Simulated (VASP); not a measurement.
# BN (Fmm2) in VASP: a series of runs

The runs below take BN through single point, with PBE.

Everything below comes from runs of VASP 6.6.1. Logs are shortened: lines on timing, memory, paths and dates and some standing lists are left out, and cuts for length are marked.

## 1. The crystal as given

It takes space group Fmm2 (No. 42, orthorhombic). The conventional cell has a = 2.503 Å, b = 6.991 Å, c = 4.332 Å, α = 90.00°, β = 90.00°, γ = 90.00°. Around N (site symmetry mm2) lie 3 B at 1.44 Å. B (site symmetry mm2) has 3 N at 1.44 Å as nearest neighbours.

Measurements of this composition are mostly on another form, of space group No. 194.

## 2. Single point, PBE

Contents of INCAR:

```
PREC = Accurate
ENCUT = 280
EDIFF = 1E-7
ISMEAR = 0
SIGMA = 0.05
LREAL = False
LASPH = True
NELM = 100
ALGO = Normal
ISIF = 2
LWAVE = False
LCHARG = False
GGA = PE
ADDGRID = False
```

Contents of KPOINTS:

```
regular mesh
0
Gamma
  11 11 11
```

Contents of POSCAR:

```
BN
1.0
    0.0000000000      3.4953158300      2.1660912400
    1.2516321000      0.0000000000      2.1660912400
    1.2516321000      3.4953158300      0.0000000000
N B
1 1
Direct
    0.6666513400      0.6666513400      0.3333486600
    0.0000486500      0.0000486500      0.9999513500
```

Potentials or basis: VASP PAW PBE potentials, release 64 (N_s, B_s).

On the command line:

```
$ cat potpaw_PBE.64/N_s/POTCAR potpaw_PBE.64/B_s/POTCAR > POTCAR
$ mpirun -np 1 vasp_std > vasp.out
```

OUTCAR:

```text
PREC = Accurate
   ENCUT = 280
   EDIFF = 1E-7
   ISMEAR = 0
   LREAL = False
   LASPH = True
   NELM = 100
   ISIF = 2
   GGA = PE

 Found    216 irreducible k-points:

 Following reciprocal coordinates:
            Coordinates               Weight
  0.000000  0.000000  0.000000      1.000000
  0.090909 -0.000000 -0.000000      8.000000
  0.181818  0.000000 -0.000000      8.000000
  0.272727  0.000000 -0.000000      8.000000
  0.363636  0.000000  0.000000      8.000000
  0.454545 -0.000000 -0.000000      8.000000
   k-points           NKPTS =    216   k-points in BZ     NKDIM =    216   number of bands    NBANDS=      8
   number of dos      NEDOS =    301   number of ions     NIONS =      2
   total plane-waves  NPLWV =   6720
   dimension x,y,z NGX =    24 NGY =   14 NGZ =   20
   dimension x,y,z NGXF=    48 NGYF=   28 NGZF=   40
   ions per type =               1   1
   NGX,Y,Z   is equivalent  to a cutoff of   9.70,  9.30,  8.96 a.u.
   NGXF,Y,Z  is equivalent  to a cutoff of  19.41, 18.61, 17.91 a.u.
 SYSTEM =  unknown system
   PREC   = accura    normal or accurate (medium, high low for compatibility)
   ISTART =      0    job   : 0-new  1-cont  2-samecut
   ICHARG =      2    charge: 1-file 2-atom 10-const
   ISPIN  =      1    spin polarized calculation?
   LNONCOLLINEAR =      F non collinear calculations
   LSORBIT =      F    spin-orbit coupling
   LASPH  =      T    aspherical Exc in radial PAW
   ENCUT  =  280.0 eV  20.58 Ry    4.54 a.u.   5.61  3.41  5.07*2*pi/ulx,y,z
   NELM   =    100;   NELMIN=  2; NELMDL= -5     # of ELM steps
   EDIFF  = 0.1E-06   stopping-criterion for ELM
   LREAL  =      F    real-space projection
   EDIFFG = 0.1E-05   stopping-criterion for IOM
   NSW    =      0    number of steps for IOM
   IBRION =     -1    ionic relax: 0-MD 1-quasi-New 2-CG
   NFREE  =      0    steps in history (QN), initial steepest desc. (CG)
   ISIF   =      2    stress and relaxation
   ISYM   =      2    0-nonsym 1-usesym 2-fastsym
   POTIM  = 0.5000    time-step for ionic-motion
   TEBEG  =    0.0;   TEEND  =   0.0 temperature during run
   PSTRESS=    0.0 pullay stress
   NELECT =       8.0000    total number of electrons
   NUPDOWN=      -1.0000    fix difference up-down
   EMIN   =  10.00;   EMAX   =-10.00  energy-range for DOS
   EFERMI =   0.00;   METHOD = LEGACY
   ISMEAR =     0;   SIGMA  =   0.05  broadening in eV -4-tet -1-fermi 0-gaus
   EFERMI_NEDOS =   21; number of points for ismear=-14 and -15
   IALGO  =     38    algorithm
   IMIX   =      4    mixing-type and parameters
     AMIX     =   0.40;   BMIX     =  1.00
     AMIX_MAG =   1.60;   BMIX_MAG =  1.00
  volume/ion in A,a.u.               =       9.48        63.95
  Fermi-wavevector in a.u.,A,eV,Ry     =   1.228047  2.320672 20.518928  1.508099
  Thomas-Fermi vector in A             =   2.362987
   LORBIT       =      0    0 simple, 1 ext, 2 COOP (PROOUT), +10 PAW based schemes
   GGA     = PE    functional components
   LHFCALC =     F    Hartree Fock is set to
   AEXX    =    0.0000 exact exchange contribution
   IVDW    =     0    specifies the selected vdW correction
   LEPSILON=     F    determine dielectric tensor
   LRPA    =     F    only Hartree local field effects (RPA)
 non-spin polarized calculation
 Gauss-broadening in eV      SIGMA  =   0.05
  energy-cutoff  :      280.00
  volume of cell :       18.95
 maximum number of plane-waves:       210
   NGX = 11   NGY =  7   NGZ =  9

 number of electron       8.0000000 magnetization

 Free energy of the ion-electron system (eV)
  ---------------------------------------------------
  ext. energy  EPLUGINS =         0.00000000
  ---------------------------------------------------
  free energy    TOTEN  =       -17.51567218 eV

  energy without entropy =      -17.51567218  energy(sigma->0) =      -17.51567218

 E-fermi :   3.4745     XC(G=0):  -9.6996

 val. band max:        3.2084267161   @ k =   0.4545  -0.3636   0.0909
 cond. band min:       7.0718866074   @ k =   0.0000   0.4545   0.4545
 fundamental gap:      3.8634598913
 Fermi energy:         3.4744999202

 k-point     1 :       0.0000    0.0000    0.0000
  band No.  band energies     occupation
      1     -14.7308      2.00000
      2      -1.3316      2.00000
      3       1.7331      2.00000
      4       1.7404      2.00000
      5       8.0116      0.00000
      6      14.7098      0.00000
      7      14.7675      0.00000
      8      16.1533      0.00000

 k-point     2 :       0.0909   -0.0000   -0.0000
  band No.  band energies     occupation
      1     -14.5660      2.00000
      2      -1.1713      2.00000
      3       1.0735      2.00000
      4       1.4292      2.00000
      5       8.3829      0.00000
      6      14.6623      0.00000
      7      15.4241      0.00000
      8      15.5767      0.00000

 k-point     3 :       0.1818    0.0000   -0.0000
  band No.  band energies     occupation
      1     -14.0832      2.00000
      2      -0.7194      2.00000
      3      -0.5296      2.00000
      4       0.7057      2.00000
      5       9.3494      0.00000
      6      14.0574      0.00000
      7      14.4863      0.00000
      8      17.2928      0.00000

 k-point     4 :       0.2727    0.0000   -0.0000
  band No.  band energies     occupation
      1     -13.3240      2.00000
      2      -2.5465      2.00000
      3      -0.0852      2.00000
      4       0.1069      2.00000
      5      10.4663      0.00000
      6      12.2788      0.00000
      7      14.3718      0.00000
      8      19.8849      0.00000

 k-point     5 :       0.3636    0.0000    0.0000
  band No.  band energies     occupation
      1     -12.4075      2.00000
      2      -4.4158      2.00000
      3      -0.7042      2.00000
      4       1.1115      2.00000
      5       9.4679      0.00000
      6      12.5146      0.00000
      7      14.7557      0.00000
      8      20.6095      0.00000

 k-point     6 :       0.4545   -0.0000   -0.0000
  band No.  band energies     occupation
      1     -11.6568      2.00000
      2      -5.6791      2.00000
      3      -1.0411      2.00000
      4       1.9939      2.00000
      5       8.0291      0.00000
      6      12.9615      0.00000
      7      16.0822      0.00000
      8      19.1620      0.00000

 [... further k-points ...]

------------------------ aborting loop because EDIFF is reached ----------------------------------------

  FORCE on cell =-STRESS in cart. coord.  units (eV):
  Direction    XX          YY          ZZ          XY          YZ          ZX
  --------------------------------------------------------------------------------------
  -------------------------------------------------------------------------------------
  Total        0.6489536     -0.2988126      0.6556614      0.0000000      0.0000000      0.0000000
  in kB       54.8598216    -25.2603635     55.4268691      0.0000000      0.0000000      0.0000000
  external PRESSURE =      28.3421091 kB  Pullay stress =       0.0000000 kB

 VOLUME and BASIS-vectors are now :
 -----------------------------------------------------------------------------
  energy-cutoff  :      280.00
  volume of cell :       18.95
      direct lattice vectors                 reciprocal lattice vectors
     0.000000000  3.495315830  2.166091240    -0.399478409  0.143048590  0.230830535
     1.251632100  0.000000000  2.166091240     0.399478409 -0.143048590  0.230830535
     1.251632100  3.495315830  0.000000000     0.399478409  0.143048590 -0.230830535

 POSITION                                       TOTAL-FORCE (eV/Angst)
 -----------------------------------------------------------------------------------
      1.25163      3.49532      2.88806         0.000000      0.000000     -0.012333
      1.25163      3.49532      0.00021         0.000000      0.000000      0.012333
 -----------------------------------------------------------------------------------
    total drift:                               -0.000010      0.000009      0.000036

  FREE ENERGIE OF THE ION-ELECTRON SYSTEM (eV)
  ---------------------------------------------------
  free  energy   TOTEN  =       -17.5156721804 eV

  energy  without entropy=      -17.5156721804  energy(sigma->0) =      -17.51567218
```

Run time: 6.4 s. Hardware: 1 thread of Intel Xeon 6975P-C (Granite Rapids), shared host; peak memory 0.12 GiB.

The run converged, but some of its settings lie outside the range that counts as converged, so its numbers aren't taken as properties of the crystal.

What came out:

```
Free energy            : -17.5157 eV
Largest force          : 0.012 eV/Å
Band gap on the k mesh : 3.86 eV, indirect (least direct gap 4.72 eV)
```

Caveat: the cutoff is under 1.25 times the usual one of these potentials, so pressure, stress and relaxed cells hold a basis-set (Pulay) error; an odd mesh through Γ misses points on the zone boundary, where band edges often lie.

## 3. Single point, PBE

INCAR is that of step 2.

KPOINTS is that of step 2.

Contents of POSCAR:

```
BN
1.0
    0.0000000000      3.4953158300      2.1660912400
    1.2516321000      0.0000000000      2.1660912400
    1.2516321000      3.4953158300      0.0000000000
N B
1 1
Direct
    0.6643870000      0.6373240000      0.3259630000
   -0.0156690000     -0.0240960000      1.0349220000
```

Potentials or basis: VASP PAW PBE potentials, release 64 (N_s, B_s).

On the command line:

```
$ cat potpaw_PBE.64/N_s/POTCAR potpaw_PBE.64/B_s/POTCAR > POTCAR
$ mpirun -np 1 vasp_std > vasp.out
```

Run time: 17 s. Hardware: 1 thread of Intel Xeon 6975P-C (Granite Rapids), shared host; peak memory 0.15 GiB.

The run converged, but some of its settings lie outside the range that counts as converged, so its numbers aren't taken as properties of the crystal.

Results:

```yaml
Free_energy: -17.3671 eV
Largest_force: 2.910 eV/Å
Band_gap_on_the_k_mesh: 3.70 eV, indirect (least direct gap 4.54 eV)
```

Caveat: the cutoff is under 1.25 times the usual one of these potentials, so pressure, stress and relaxed cells hold a basis-set (Pulay) error; an odd mesh through Γ misses points on the zone boundary, where band edges often lie.

## 4. The reference run

An earlier run on the cell as given: functional PBE; potentials or basis VASP PAW PBE potentials, release 64 (N, B); cutoff 520 eV; k mesh 13 × 13 × 13; occupations fermi-dirac, width 0.05 eV; no spin polarisation.

- Pressure: 3.3 GPa
- Largest force: 0.010 eV/Å
- Band gap on the k mesh: 3.90 eV, indirect (least direct gap 4.65 eV)
